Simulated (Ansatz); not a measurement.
# Compressing Mo

These are results of DFT PBEsol, scalar-relativistic, plane waves, PAW in Ansatz, not measurements. Settings: 420 eV cutoff, 18×18×18 k-mesh, Gaussian smearing of 0.10 eV, no spin polarisation.

Reference structure (relaxed):

```
Mo
1.0
    -1.56467    1.56467    1.56467
     1.56467   -1.56467    1.56467
     1.56467    1.56467   -1.56467
Mo
1
Cartesian
  0.0000 0.0000 0.0000
```

Cell and atoms are relaxed at each pressure within the symmetry of the start, at zero temperature, so transitions that lower the symmetry aren't seen. The k-mesh given is that at zero pressure and may differ at others.

Problem. Give the structure at 20 GPa.

Solution.
```
Mo
1.0
    -1.53257    1.53257    1.53257
     1.53257   -1.53257    1.53257
     1.53257    1.53257   -1.53257
Mo
1
Direct
  0.00000 0.00000 0.00000
```
The structure is cubic, space group Im-3m (No. 229). Conventional cell: a = 3.065 Å, b = 3.065 Å, c = 3.065 Å, α = 90.00°, β = 90.00°, γ = 90.00°. Mo (site symmetry m-3m) is surrounded by 8 Mo at 2.65 Å.